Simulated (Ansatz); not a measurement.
Runs of Ansatz 0.2.0 on NiO. Symmetry: F-43m, No. 216, cubic system. Conventional cell: a = 4.124 Å, b = 4.124 Å, c = 4.124 Å, α = 90.00°, β = 90.00°, γ = 90.00°. Ni (site symmetry -43m) has 4 O at 1.79 Å as nearest neighbours. O (site symmetry -43m) is surrounded by 4 Ni at 1.79 Å. The cell was built by a generator and needn't be a form met in nature.

```csv
task,level,cell,cutoff (eV),points for each segment of the path,gap on the mesh (eV),pressure (GPa),moment (μB),relaxed volume (Å³/atom)
single point,r2SCANh,as given,500,-,none,62.0,2.00,-
relaxation of cell and atoms,HSE03,relaxed,420,-,none,0.0,2.00,(a)
band structure,HSE06,as given,420,4,none,63.5,2.00,-
band structure,HSE03,as given,420,4,none,63.9,2.00,-
single point,r2SCAN0,as given,500,-,none,60.8,2.00,-
single point,HF,as given,420,-,(b),79.0,2.00,-
relaxation of cell and atoms,HSE06,relaxed,420,-,none,0.0,2.00,10.98
single point,r2SCAN50,as given,500,-,none,58.5,2.00,-
relaxation of cell and atoms,HSEsol,relaxed,420,-,none,0.0,2.00,10.63
band structure,HSEsol,as given,420,4,none,55.3,2.00,-
```

Alike in all rows: potentials or basis Ansatz PAW; spin collinear, ferromagnetic start; k mesh 6 × 6 × 6; smearing fermi-dirac 0.05 eV; the mesh is coarse, so values aren't converged.

Q: Fill in the values left out.

A: (a) 11.00; (b) 5.43.

Caveats: all runs use coarse meshes; the magnetic or orbital state may not be the lowest; a cell with one magnetic atom can't hold antiferromagnetic order, which such compounds often take; the PAW data sets come from PBE, with cores solved anew for the run's functional, which leaves a small shift of forces and pressure; the thresholds are loose for stress (some runs); a pressure of tens of GPa on the cell as given is suspect, and the run, the potentials or the cell itself is likely at fault (some runs); the volume moved by over 15 % at a fixed basis, so the end points are rough (some runs); the plane-wave basis is chosen anew once the cell has moved, so the energies of steps on either side of that aren't comparable (some runs).

A k mesh can miss the band edges.

A gap of «none» marks a metal or a gap under the smearing width.
